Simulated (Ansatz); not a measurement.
# Pb (Fm-3m) in Ansatz: further runs

The runs below take Pb through single point, equation of state, with m-r2SCAN.

All numbers are computed with Ansatz 0.2.0; they aren't measurements. Logs are shortened: lines on timing, memory, paths and dates and some standing lists are left out, and cuts for length are marked.

### 1 The crystal as given

The structure is cubic, space group Fm-3m (No. 225). The conventional cell has a = 4.950 Å, b = 4.950 Å, c = 4.950 Å, α = 90.00°, β = 90.00°, γ = 90.00°. Pb (site symmetry m-3m) is surrounded by 12 Pb at 3.50 Å.

### 2 Single point, m-r2SCAN, 28.50 Å³/atom (volume scaled by 0.94)

Contents of input.yaml:

```yaml
crystal:
  lattice:
    - [0.0, 2.4244952108, 2.4244952108]
    - [2.4244952108, 0.0, 2.4244952108]
    - [2.4244952108, 2.4244952108, 0.0]
  atoms:
    - { symbol: Pb, position: [0.0, 0.0, 0.0] }
hamiltonian:
  xc: mr2scan
  pseudopotentials: { kind: paw }
kpoints:
  mp_grid: { grid: [9, 9, 9] }
scf:
  occupations: { method: fermi_dirac, width: 0.05 }
output:
  forces: true
  stress: true
  eigenvalues: true
  write_density: true
  write_potential: true
  elf: true
  volumetric_format: npy
```

Potentials or basis: Ansatz PAW.

Started as:

```bash
$ ansatz run input.yaml --threads 2 --pin off --max-ram 5120MiB --backend cpu --events-out ev --progress --plain --runs-dir out
```

What it wrote:

```text
Warning: RAYON_NUM_THREADS=2 ignored (pool sized by the plan → 2); use --threads N
Engine: ansatz 0.2.0, aarch64-unknown-linux-gnu
Pseudopotentials: kind: paw
Pseudopotential: Pb, paw, valence charge 14, recommended cutoff 500 eV (meta_gga), Pb.paw.azcp
Functional definition: m-r2SCAN
  exchange = m_r2scan_x
  correlation = m_r2scan_c
Crystal: 1 atoms, lattice volume = 28.503 Å³
Basis set: ecut = 500 eV, 725 PW (Γ), exchange–correlation on 108×108×108 points (64 copies of the dense FFT grid, shifted against one another)
Bands: 11, of which v1, the nominal top of the filled ones, is band 7 counted from 1 (6 counted from 0)
Symmetry: 48 space group operations
Space group: Fm-3m (ITA 225), of the structure as read, at distance tolerance 3.1e-5 Å
k-points: 35 of 729
Non-local potential: Pb, projectors of the file, l = 0: 2, l = 1: 2, l = 2: 2, l = 3: 2
PAW form: soft (Blöchl's): semilocal exchange-correlation on the pseudo side does not see the compensation charge
PAW frozen core: Pb, regenerated for the run's functional (the file was generated under x = pbe(κ = 0.804, μ = 0.2195149727645171), c = pbe(β = 0.06672455060314922))
PAW one-centre angular grid: Pb, 590 points (default); XC on 160 Gauss nodes
Initial density: superposition of atomic densities (neutral atoms: chi_scale 0, normalization atom), corrected by the library's trained network
Initial wavefunctions: pseudopotential atomic-orbital guess
Functional: x = mr2scan, c = mr2scan; τ floored in thin density (d = 2e-4 eV/Å³)
SCF iter   1: F=—  HF=-11920.836662 eV  |F-HF|=—  |Δ(HF+E_count)|=         —  Δρ=6.76e-3  dr2=9.20e-3  dr2_τ=9.64e-4  ethr=1.77e-3  ⟨swp⟩=6.0  Hψ=2637  notcnv=0
preconditioner: auto → none  [insulator: Δε(μ)=0.364 eV  Ē_g=21.305 eV  σ=0.050 eV  W_gap=0.56  n_scr=8 (ndim 8)  ℏωp=26.0 eV  f_vac=0.000  D(μ)=0.45/eV (n_scr^D=0)  ε∞_Penn≈2.5]
SCF iter   2: F=—  HF=-11920.838742 eV  |F-HF|=—  |Δ(HF+E_count)|=   2.08e-3  Δρ=1.18e-3  dr2=2.15e-4  dr2_τ=6.87e-5  ethr=6.57e-5  ⟨swp⟩=2.2  Hψ=1049  notcnv=0  defer=8
SCF iter   3: F=—  HF=-11920.839071 eV  |F-HF|=—  |Δ(HF+E_count)|=   3.29e-4  Δρ=4.91e-4  dr2=4.28e-5  dr2_τ=3.00e-6  ethr=1.54e-6  ⟨swp⟩=3.0  Hψ=617  notcnv=0  defer=8
SCF iter   4: F=—  HF=-11920.839149 eV  |F-HF|=—  |Δ(HF+E_count)|=   7.83e-5  Δρ=3.25e-5  dr2=1.77e-7  dr2_τ=2.36e-8  ethr=3.06e-7  ⟨swp⟩=3.0  Hψ=619  notcnv=0  defer=8
iter 5 did not close the SCF: its close was put off for the readings that it lacked (scf_convergence_deferred on its scf_iter line)
SCF iter   5: F=-11920.839149 eV  HF=-11920.839149 eV  |F-HF|=1.86e-9  |Δ(HF+E_count)|=   1.67e-7  Δρ=4.21e-6  dr2=2.80e-9  dr2_τ=9.79e-10  ethr=1.27e-9  ⟨swp⟩=2.0  Hψ=616  notcnv=0  defer=8
SCF iter   6: F=-11920.839149 eV  HF=-11920.839149 eV  |F-HF|=2.87e-10  |Δ(HF+E_count)|=   2.80e-9  Δρ=6.95e-7  dr2=7.13e-11  dr2_τ=3.71e-12  ethr=2.00e-11  ⟨swp⟩=6.8  Hψ=2502  notcnv=0
SCF 1 converged in 6 iterations: F = -11920.839149 eV  dr2 = 7.13e-11
SCF converged after 6 iterations
Free energy (F): -11920.839149 eV
Harris-Foulkes:  -11920.839149 eV  (|F-HF|=2.87e-10)
Internal energy: -11920.835277 eV  (E = F + TS)
E sigma→0 (E₀):  -11920.837213 eV
Entropy (-TS):   -0.003873 eV (-3.873 meV/atom)
Fermi energy:    11.653318 eV
--- Per-component energies (eV) ---
  E_band       = -32.982069
  E_kinetic    = 289.667306
  E_local      = -975.893257  (includes V_loc(G=0)·N_el)
  E_nonlocal   = 350.361179
  E_hartree    = 390.856610
  E_xc         = -208.580290
  E_vxc        = -145.786448  (∫ρ·V_xc dr)
  E_paw        = -10433.914379  (= ΣΔE_a)
  E_vpaw       = -343.794060  (= ΣTr[D̂ρ^β])
  E_aug_tail   = 0.000019  (compensation charges beyond the density's cutoff)
  E_vtau       = 10.750162  (kinetic-family band-sum trace: ∫τ·v_τ [+ j·A + Jᵃ·Aᵃ] dr)
  E_ewald      = -1334.297968
  E_core_change = 0.965502  (= ΣΔE_core)
  E_smearing   = -0.003873  (= −TS)
  E_closure    = 0.000000  (closes the sum)
  Σ components = -11920.839149   (vs F -11920.839149, Δ=0.00e0)
--- Forces (eV/Å), atoms counted from 1 ---
  atom   1  Pb    -0.00000000     0.00000000     0.00000000
  max |Σ_I F_I| component: 8.22e-32 eV/Å
--- Stress (GPa, compression-positive) ---
        4.787982       0.000000      -0.000000
       -0.000000       4.787982      -0.000000
        0.000000      -0.000000       4.787982
  P = ⅓ Tr σ = 4.7880 GPa (47.880 kbar)
--- Band table (eV; the first three rows and the last of 35) ---
  k-point 0: bands = ["-5.9793", "-5.9793", "-5.9793", "-5.8020", "-5.8020", "-0.8962", "20.1114", "20.1114", "20.1114", "22.2206", "25.0065"]
  k-point 1: bands = ["-5.9812", "-5.9585", "-5.9585", "-5.8023", "-5.8023", "-0.6293", "17.5423", "19.7938", "19.7938", "21.9170", "25.6951"]
  k-point 2: bands = ["-5.9914", "-5.9342", "-5.9342", "-5.7736", "-5.7736", "0.1743", "13.7118", "19.1159", "19.1159", "21.6927", "24.7572"]
  k-point 34: bands = ["-5.9754", "-5.9578", "-5.8544", "-5.7367", "-5.6005", "4.8582", "9.8092", "10.8170", "12.7212", "23.2374", "24.1546"]
```

Wall time 1.3 s (2 threads of Arm Neoverse V2, shared host); peak memory 0.36 GiB.

What came out:

```
Free energy            : -11920.8391 eV
Pressure               : 4.8 GPa
Band gap on the k mesh : none (metal or under the smearing width)
```

Caveat: the PAW data sets come from PBE, with cores solved anew for the run's functional, which leaves a small shift of forces and pressure.

### 3 Single point, m-r2SCAN, 29.11 Å³/atom (volume scaled by 0.96)

Changes to input.yaml since step 2:

```diff
@@ -2,5 +2,5 @@
   lattice:
-    - [0.0, 2.4244952108, 2.4244952108]
-    - [2.4244952108, 0.0, 2.4244952108]
-    - [2.4244952108, 2.4244952108, 0.0]
+    - [0.0, 2.4415696833, 2.4415696833]
+    - [2.4415696833, 0.0, 2.4415696833]
+    - [2.4415696833, 2.4415696833, 0.0]
   atoms:
```

Potentials or basis: Ansatz PAW.

Started as:

```bash
$ ansatz run input.yaml --threads 2 --pin off --max-ram 5120MiB --backend cpu --events-out ev --progress --plain --runs-dir out
```

Wall time 1.4 s (2 threads of Arm Neoverse V2, shared host); peak memory 0.35 GiB.

It converged, with:

* Free energy: -11920.8547 eV
* Pressure: 3.4 GPa
* Band gap on the k mesh: none (metal or under the smearing width)

Caveat: the PAW data sets come from PBE, with cores solved anew for the run's functional, which leaves a small shift of forces and pressure.

### 4 Single point, m-r2SCAN, 29.72 Å³/atom (volume scaled by 0.98)

Contents of input.yaml:

```yaml
crystal:
  lattice:
    - [0.0, 2.458408627, 2.458408627]
    - [2.458408627, 0.0, 2.458408627]
    - [2.458408627, 2.458408627, 0.0]
  atoms:
    - { symbol: Pb, position: [0.0, 0.0, 0.0] }
hamiltonian:
  xc: mr2scan
  pseudopotentials: { kind: paw }
kpoints:
  mp_grid: { grid: [9, 9, 9] }
scf:
  occupations: { method: fermi_dirac, width: 0.05 }
output:
  forces: true
  stress: true
  eigenvalues: true
```

Started as:

```bash
$ ansatz run input.yaml --threads 2 --pin off --max-ram 5120MiB --backend cpu --events-out ev --progress --plain --runs-dir out
```

Run time: 1.1 s. Hardware: 2 threads of Arm Neoverse V2, shared host; peak memory 0.35 GiB.

It converged, with:

| Quantity | Value |
| --- | --- |
| Free energy | -11920.8653 eV |
| Pressure | 2.2 GPa |
| Band gap on the k mesh | none (metal or under the smearing width) |

Caveat: the PAW data sets come from PBE, with cores solved anew for the run's functional, which leaves a small shift of forces and pressure.

### 5 Single point, m-r2SCAN, 30.32 Å³/atom

Changes to input.yaml since step 4:

```diff
@@ -2,5 +2,5 @@
   lattice:
-    - [0.0, 2.458408627, 2.458408627]
-    - [2.458408627, 0.0, 2.458408627]
-    - [2.458408627, 2.458408627, 0.0]
+    - [0.0, 2.47502, 2.47502]
+    - [2.47502, 0.0, 2.47502]
+    - [2.47502, 2.47502, 0.0]
   atoms:
```

Started as:

```bash
$ ansatz run input.yaml --threads 2 --pin off --max-ram 5120MiB --backend cpu --events-out ev --progress --plain --runs-dir out
```

Wall time 1.1 s (2 threads of Arm Neoverse V2, shared host); peak memory 0.35 GiB.

Results (log left out):

* Free energy: -11920.8716 eV
* Pressure: 1.1 GPa
* Band gap on the k mesh: none (metal or under the smearing width)

Caveat: the PAW data sets come from PBE, with cores solved anew for the run's functional, which leaves a small shift of forces and pressure.

### 6 Single point, m-r2SCAN, 30.93 Å³/atom (volume scaled by 1.02)

Changes to input.yaml since step 5:

```diff
@@ -2,5 +2,5 @@
   lattice:
-    - [0.0, 2.47502, 2.47502]
-    - [2.47502, 0.0, 2.47502]
-    - [2.47502, 2.47502, 0.0]
+    - [0.0, 2.4914113386, 2.4914113386]
+    - [2.4914113386, 0.0, 2.4914113386]
+    - [2.4914113386, 2.4914113386, 0.0]
   atoms:
@@ -18 +18,5 @@
   eigenvalues: true
+  write_density: true
+  write_potential: true
+  elf: true
+  volumetric_format: npy
```

Potentials or basis: Ansatz PAW.

Started as:

```bash
$ ansatz run input.yaml --threads 2 --pin off --max-ram 5120MiB --backend cpu --events-out ev --progress --plain --runs-dir out
```

Wall time 1.4 s (2 threads of Arm Neoverse V2, shared host); peak memory 0.35 GiB.

Results (log left out):

```
Free energy            : -11920.8740 eV
Pressure               : 0.2 GPa
Band gap on the k mesh : none (metal or under the smearing width)
```

Caveat: the PAW data sets come from PBE, with cores solved anew for the run's functional, which leaves a small shift of forces and pressure.

### 7 Single point, m-r2SCAN, 31.54 Å³/atom (volume scaled by 1.04)

Changes to input.yaml since step 6:

```diff
@@ -2,5 +2,5 @@
   lattice:
-    - [0.0, 2.4914113386, 2.4914113386]
-    - [2.4914113386, 0.0, 2.4914113386]
-    - [2.4914113386, 2.4914113386, 0.0]
+    - [0.0, 2.5075897876, 2.5075897876]
+    - [2.5075897876, 0.0, 2.5075897876]
+    - [2.5075897876, 2.5075897876, 0.0]
   atoms:
```

Started as:

```bash
$ ansatz run input.yaml --threads 2 --pin off --max-ram 5120MiB --backend cpu --events-out ev --progress --plain --runs-dir out
```

Wall time 1.4 s (2 threads of Arm Neoverse V2, shared host); peak memory 0.35 GiB.

The run converged. Its results:

```yaml
Free_energy: -11920.8729 eV
Pressure: -0.7 GPa
Band_gap_on_the_k_mesh: none (metal or under the smearing width)
```

Caveat: the PAW data sets come from PBE, with cores solved anew for the run's functional, which leaves a small shift of forces and pressure.

### 8 Single point, m-r2SCAN, 32.14 Å³/atom (volume scaled by 1.06)

Contents of input.yaml:

```yaml
crystal:
  lattice:
    - [0.0, 2.5235621278, 2.5235621278]
    - [2.5235621278, 0.0, 2.5235621278]
    - [2.5235621278, 2.5235621278, 0.0]
  atoms:
    - { symbol: Pb, position: [0.0, 0.0, 0.0] }
hamiltonian:
  xc: mr2scan
  pseudopotentials: { kind: paw }
kpoints:
  mp_grid: { grid: [9, 9, 9] }
scf:
  occupations: { method: fermi_dirac, width: 0.05 }
output:
  forces: true
  stress: true
  eigenvalues: true
```

Started as:

```bash
$ ansatz run input.yaml --threads 2 --pin off --max-ram 5120MiB --backend cpu --events-out ev --progress --plain --runs-dir out
```

Run time: 1.1 s. Hardware: 2 threads of Arm Neoverse V2, shared host; peak memory 0.35 GiB.

The run converged. Its results:

```
Free energy            : -11920.8689 eV
Pressure               : -1.4 GPa
Band gap on the k mesh : none (metal or under the smearing width)
```

Caveat: the PAW data sets come from PBE, with cores solved anew for the run's functional, which leaves a small shift of forces and pressure.

### 9 Equation of state, m-r2SCAN

Potentials or basis: Ansatz PAW.

This step only gathers the single runs of the series.

Results:

```
Equilibrium volume                      : 31.04 Å³/atom
Bulk modulus                            : 45 GPa
Pressure derivative of the bulk modulus : 5.1
```

Energy against volume, from the lowest point:
| volume (Å³/atom) | energy (meV/atom) |
| --- | --- |
| 28.503 | 34.81 |
| 29.110 | 19.30 |
| 29.716 | 8.66 |
| 30.323 | 2.39 |
| 30.929 | 0.00 |
| 31.535 | 1.04 |
| 32.142 | 5.08 |

Caveat: the PAW data sets were made with another functional, which shifts forces and pressure a little. The run has no spin-orbit coupling, so splittings on Pb are missing.

### 10 Against experiment

Step 9. The cell as given is a measured one (30.32 Å³/atom); m-r2SCAN puts the equilibrium volume +2.4 % from it, thermal expansion not counted.
